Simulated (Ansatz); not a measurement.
## Vibrational response of TiCo$_{2}$ at 2 GPa

These are results of DFT PBEsol, scalar-relativistic, plane waves, PAW in Ansatz, not measurements. Plane waves to 420 eV; Γ-centred k mesh 10×10×10; Fermi-Dirac smearing of 0.15 eV. No spin polarisation. Phonons by linear response, acoustic sum rule imposed.

The cell, relaxed at 2 GPa:
```xyz
6
Lattice="0.0000 3.2713 3.2713 3.2713 0.0000 3.2713 3.2713 3.2713 0.0000" Properties=species:S:1:pos:R:3 pbc="T T T"
Ti    3.2713    3.2713    3.2713
Ti    4.9070    4.9070    4.9070
Co    0.8178    0.8178    0.8178
Co    0.8178    2.4535    2.4535
Co    2.4535    2.4535    0.8178
Co    2.4535    0.8178    2.4535
```

In a metal, frequencies and elastic constants depend on the k mesh and the smearing, soft modes and shear constants most. Spin polarisation was left out, and a magnetic state may lie lower.

Optical modes at Γ; i marks an imaginary frequency:
```json
{"frequency (cm⁻¹)": "36", "degeneracy": "3"}
{"frequency (cm⁻¹)": "164", "degeneracy": "3"}
{"frequency (cm⁻¹)": "211", "degeneracy": "2"}
{"frequency (cm⁻¹)": "243", "degeneracy": "3"}
{"frequency (cm⁻¹)": "308", "degeneracy": "3"}
{"frequency (cm⁻¹)": "401", "degeneracy": "1"}
```

All 15 optical modes at Γ are real: no displacement of atoms at fixed cell lowers the energy to second order. Strains and modes at other wave vectors aren't tested by this run.

Cost: 1 run of about 8.7 core-minutes, on Arm Neoverse V2 (shared hosts).